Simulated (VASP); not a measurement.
**BaTe: equation of state with PBE**

BaTe:

```xyz
2
Lattice="4.2625 0.0000 0.0000 0.0000 4.2625 0.0000 0.0000 0.0000 4.2625" Properties=species:S:1:pos:R:3 pbc="T T T"
Ba    0.0000    0.0000    0.0000
Te    2.1312    2.1312    2.1312
```

The cell comes from a database or a generator and needn't be the stable form of this composition.

| Property | Result |
| --- | --- |
| Program | VASP 6.6.1 |
| Task | equation of state |
| Functional | PBE |
| Potentials or basis | VASP PAW PBE potentials, release 64 (Ba_sv, Te) |
| Cutoff | 520 eV |
| k mesh | 6 × 6 × 6 |
| Occupations | fermi-dirac, width 0.05 eV |
| Spin | no spin polarisation |
| Further INCAR settings | ALGO = Normal; EDIFF = 1e-07; NBANDS = 15 |

| Item | Value |
| --- | --- |
| Equilibrium volume | 38.80 Å³/atom |
| Bulk modulus | 32 GPa |
| Pressure derivative of the bulk modulus | 4.4 |

Energy against volume, from the lowest point:
| volume (Å³/atom) | energy (meV/atom) |
| --- | --- |
| 36.398 | 16.45 |
| 37.173 | 7.26 |
| 37.947 | 1.91 |
| 38.722 | 0.00 |
| 39.496 | 1.19 |
| 40.270 | 5.16 |
| 41.045 | 11.62 |

All runs of the series together: 120 s on 1 thread of Intel(R) Xeon(R) Platinum 8488C (Sapphire Rapids), on a shared host.

The run has no spin-orbit coupling, so splittings on Ba, Te are missing.
